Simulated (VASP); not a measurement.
# AgCl (Chlorargyrite) (Fm-3m) in VASP: notebook

Runs on AgCl (Chlorargyrite). Level: PBEsol. Tasks: single point.

Program: VASP 6.6.1. These are calculated values, not measurements. Logs are shortened: lines on timing, memory, paths and dates and some standing lists are left out, and cuts for length are marked.

## Step 1: Starting point

It takes space group Fm-3m (No. 225, cubic). Conventional cell: a = 5.470 Å, b = 5.470 Å, c = 5.470 Å, α = 90.00°, β = 90.00°, γ = 90.00°. Around Ag (site symmetry m-3m) lie 6 Cl at 2.73 Å. Cl (site symmetry m-3m) has 6 Ag at 2.73 Å as nearest neighbours.

## Step 2: Single point, PBEsol

Input file INCAR:

```
PREC = Low
ENCUT = 400
EDIFF = 1E-6
ISMEAR = 0
SIGMA = 0.05
LREAL = F
LASPH = T
NELM = 100
ALGO = Normal
ISIF = 2
LWAVE = F
LCHARG = F
GGA = PS
ADDGRID = F
```

Input file KPOINTS:

```
Automatic mesh
0
Gamma
  6 6 6
```

Input file POSCAR:

```
AgCl
1.0
    0.0000000000      2.7350000000      2.7350000000
    2.7350000000      0.0000000000      2.7350000000
    2.7350000000      2.7350000000      0.0000000000
Ag Cl
1 1
Direct
    0.0000000000      0.0000000000      0.0000000000
    0.5000000000      0.5000000000      0.5000000000
```

Potentials or basis: VASP PAW PBE potentials, release 64 (Ag, Cl).

Started as:

```bash
> cat potpaw_PBE.64/Ag/POTCAR potpaw_PBE.64/Cl/POTCAR > POTCAR
> mpirun -np 1 vasp_std > vasp.out
```

OUTCAR:

```text
PREC = Low
   ENCUT = 400
   EDIFF = 1E-6
   ISMEAR = 0
   LREAL = F
   LASPH = T
   NELM = 100
   ISIF = 2
   GGA = PS

 Found     16 irreducible k-points:

 Following reciprocal coordinates:
            Coordinates               Weight
  0.000000  0.000000  0.000000      1.000000
  0.166667  0.000000  0.000000      8.000000
  0.333333  0.000000  0.000000      8.000000
  0.500000  0.000000  0.000000      4.000000
  0.166667  0.166667  0.000000      6.000000
  0.333333  0.166667  0.000000     24.000000
   k-points           NKPTS =     16   k-points in BZ     NKDIM =     16   number of bands    NBANDS=     13
   number of dos      NEDOS =    301   number of ions     NIONS =      2
   total plane-waves  NPLWV =   8000
   dimension x,y,z NGX =    20 NGY =   20 NGZ =   20
   dimension x,y,z NGXF=    20 NGYF=   20 NGZF=   20
   ions per type =               1   1
   NGX,Y,Z   is equivalent  to a cutoff of   8.60,  8.60,  8.60 a.u.
   NGXF,Y,Z  is equivalent  to a cutoff of   8.60,  8.60,  8.60 a.u.
 SYSTEM =  unknown system
   PREC   = low       normal or accurate (medium, high low for compatibility)
   ISTART =      0    job   : 0-new  1-cont  2-samecut
   ICHARG =      2    charge: 1-file 2-atom 10-const
   ISPIN  =      1    spin polarized calculation?
   LNONCOLLINEAR =      F non collinear calculations
   LSORBIT =      F    spin-orbit coupling
   LASPH  =      T    aspherical Exc in radial PAW
   ENCUT  =  400.0 eV  29.40 Ry    5.42 a.u.   6.31  6.31  6.31*2*pi/ulx,y,z
   NELM   =    100;   NELMIN=  2; NELMDL= -5     # of ELM steps
   EDIFF  = 0.1E-05   stopping-criterion for ELM
   LREAL  =      F    real-space projection
   EDIFFG = 0.1E-04   stopping-criterion for IOM
   NSW    =      0    number of steps for IOM
   IBRION =     -1    ionic relax: 0-MD 1-quasi-New 2-CG
   NFREE  =      0    steps in history (QN), initial steepest desc. (CG)
   ISIF   =      2    stress and relaxation
   ISYM   =      2    0-nonsym 1-usesym 2-fastsym
   POTIM  = 0.5000    time-step for ionic-motion
   TEBEG  =    0.0;   TEEND  =   0.0 temperature during run
   PSTRESS=    0.0 pullay stress
   NELECT =      18.0000    total number of electrons
   NUPDOWN=      -1.0000    fix difference up-down
   EMIN   =  10.00;   EMAX   =-10.00  energy-range for DOS
   EFERMI =   0.00;   METHOD = LEGACY
   ISMEAR =     0;   SIGMA  =   0.05  broadening in eV -4-tet -1-fermi 0-gaus
   EFERMI_NEDOS =   21; number of points for ismear=-14 and -15
   IALGO  =     38    algorithm
   IMIX   =      4    mixing-type and parameters
     AMIX     =   0.40;   BMIX     =  1.00
     AMIX_MAG =   1.60;   BMIX_MAG =  1.00
  volume/ion in A,a.u.               =      20.46       138.06
  Fermi-wavevector in a.u.,A,eV,Ry     =   1.245083  2.352866 21.092186  1.550232
  Thomas-Fermi vector in A             =   2.379321
   LORBIT       =      0    0 simple, 1 ext, 2 COOP (PROOUT), +10 PAW based schemes
   GGA     = PS    functional components
   LHFCALC =     F    Hartree Fock is set to
   AEXX    =    0.0000 exact exchange contribution
   IVDW    =     0    specifies the selected vdW correction
   LEPSILON=     F    determine dielectric tensor
   LRPA    =     F    only Hartree local field effects (RPA)
 non-spin polarized calculation
 Gauss-broadening in eV      SIGMA  =   0.05
  energy-cutoff  :      400.00
  volume of cell :       40.92
 maximum number of plane-waves:       754
   NGX = 13   NGY = 13   NGZ = 13

 number of electron      18.0001159 magnetization

 Free energy of the ion-electron system (eV)
  ---------------------------------------------------
  ext. energy  EPLUGINS =         0.00000000
  ---------------------------------------------------
  free energy    TOTEN  =        -6.06228757 eV

  energy without entropy =       -6.06228757  energy(sigma->0) =       -6.06228757

 E-fermi :   4.5041     XC(G=0): -10.4335

 val. band max:        4.2539682140   @ k =   0.5000   0.0000   0.0000
 cond. band min:       4.9756197926   @ k =   0.0000   0.0000   0.0000
 fundamental gap:      0.7216515786
 Fermi energy:         4.5040962853

 k-point     1 :       0.0000    0.0000    0.0000
  band No.  band energies     occupation
      1     -11.1767      2.00000
      2       1.5998      2.00000
      3       1.5999      2.00000
      4       1.5999      2.00000
      5       1.6423      2.00000
      6       1.6423      2.00000
      7       1.7474      2.00000
      8       1.7475      2.00000
      9       1.7475      2.00000
     10       4.9756      0.00000
     11      14.9839      0.00000
     12      14.9840      0.00000
     13      14.9840      0.00000

 k-point     2 :       0.1667    0.0000    0.0000
  band No.  band energies     occupation
      1     -11.0581      2.00000
      2       0.4626      2.00000
      3       0.6864      2.00000
      4       0.6865      2.00000
      5       1.7023      2.00000
      6       1.7026      2.00000
      7       1.9652      2.00000
      8       2.8392      2.00000
      9       2.8393      2.00000
     10       6.1783      0.00000
     11      12.9580      0.00000
     12      14.2682      0.00000
     13      14.2685      0.00000

 k-point     3 :       0.3333    0.0000    0.0000
  band No.  band energies     occupation
      1     -10.8030      2.00000
      2      -0.8827      2.00000
      3       0.0140      2.00000
      4       0.0140      2.00000
      5       1.9088      2.00000
      6       1.9091      2.00000
      7       2.2057      2.00000
      8       3.8305      2.00000
      9       3.8307      2.00000
     10       7.7922      0.00000
     11      11.1998      0.00000
     12      12.4671      0.00000
     13      12.4674      0.00000

 k-point     4 :       0.5000    0.0000    0.0000
  band No.  band energies     occupation
      1     -10.6650      2.00000
      2      -1.4224      2.00000
      3      -0.2215      2.00000
      4      -0.2214      2.00000
      5       2.0172      2.00000
      6       2.0175      2.00000
      7       2.3539      2.00000
      8       4.2539      2.00000
      9       4.2540      2.00000
     10       8.1705      0.00000
     11      10.9229      0.00000
     12      11.7015      0.00000
     13      11.7018      0.00000

 k-point     5 :       0.1667    0.1667    0.0000
  band No.  band energies     occupation
      1     -11.0263      2.00000
      2      -0.0536      2.00000
      3       1.0997      2.00000
      4       1.0998      2.00000
      5       1.5038      2.00000
      6       1.6950      2.00000
      7       2.2488      2.00000
      8       2.2488      2.00000
      9       2.6816      2.00000
     10       6.6791      0.00000
     11      13.0024      0.00000
     12      13.4524      0.00000
     13      14.3437      0.00000

 k-point     6 :       0.3333    0.1667    0.0000
  band No.  band energies     occupation
      1     -10.8332      2.00000
      2      -0.6742      2.00000
      3       0.3154      2.00000
      4       0.4659      2.00000
      5       1.6448      2.00000
      6       1.9383      2.00000
      7       2.2369      2.00000
      8       2.8616      2.00000
      9       3.4110      2.00000
     10       7.9669      0.00000
     11      11.0152      0.00000
     12      12.4175      0.00000
     13      13.6259      0.00000

 [... further k-points ...]
[... 5 lines left out ...]
  --------------------------------------------------------------------------------------
  -------------------------------------------------------------------------------------
  Total       -0.2302156     -0.2302156     -0.2302156      0.0000000      0.0000000      0.0000000
  in kB       -9.0145347     -9.0145347     -9.0145347      0.0000000      0.0000000      0.0000000
  external PRESSURE =      -9.0145347 kB  Pullay stress =       0.0000000 kB

 VOLUME and BASIS-vectors are now :
 -----------------------------------------------------------------------------
  energy-cutoff  :      400.00
  volume of cell :       40.92
      direct lattice vectors                 reciprocal lattice vectors
     0.000000000  2.735000000  2.735000000    -0.182815356  0.182815356  0.182815356
     2.735000000  0.000000000  2.735000000     0.182815356 -0.182815356  0.182815356
     2.735000000  2.735000000  0.000000000     0.182815356  0.182815356 -0.182815356

 POSITION                                       TOTAL-FORCE (eV/Angst)
 -----------------------------------------------------------------------------------
      0.00000      0.00000      0.00000        -0.000000      0.000000     -0.000000
      2.73500      2.73500      2.73500         0.000000     -0.000000      0.000000
 -----------------------------------------------------------------------------------
    total drift:                                0.000000      0.000000      0.000000

  FREE ENERGIE OF THE ION-ELECTRON SYSTEM (eV)
  ---------------------------------------------------
  free  energy   TOTEN  =        -6.0622875674 eV

  energy  without entropy=       -6.0622875674  energy(sigma->0) =       -6.06228757
```

Run time: 2.1 s. Hardware: 1 thread of Intel Xeon 6975P-C (Granite Rapids), shared host; peak memory 0.11 GiB.

The run converged, but some of its settings lie outside the range that counts as converged, so its numbers aren't taken as properties of the crystal.

Results:

```
Free energy            : -6.0623 eV
Pressure               : -0.9 GPa
Band gap on the k mesh : 0.72 eV, indirect (least direct gap 3.23 eV)
```

Caveat: the PAW data sets were made with another functional, which shifts forces and pressure a little.

## Step 3: Single point, PBEsol

INCAR, as its differences from that of step 2:

```diff
@@ -1,2 +1,2 @@
-PREC = Low
+PREC = Normal
 ENCUT = 400
```

KPOINTS is that of step 2.

POSCAR is that of step 2.

Potentials or basis: VASP PAW PBE potentials, release 64 (Ag, Cl).

Started as:

```bash
> cat potpaw_PBE.64/Ag/POTCAR potpaw_PBE.64/Cl/POTCAR > POTCAR
> mpirun -np 1 vasp_std > vasp.out
```

Wall time 2.3 s (1 thread of Intel Xeon 6975P-C (Granite Rapids), shared host); peak memory 0.12 GiB.

The run converged, but some of its settings lie outside the range that counts as converged, so its numbers aren't taken as properties of the crystal.

Results:

| Item | Value |
| --- | --- |
| Free energy | -6.0601 eV |
| Pressure | -0.9 GPa |
| Band gap on the k mesh | 0.72 eV, indirect (least direct gap 3.23 eV) |

Caveat: the PAW data sets were made with another functional, which shifts forces and pressure a little.
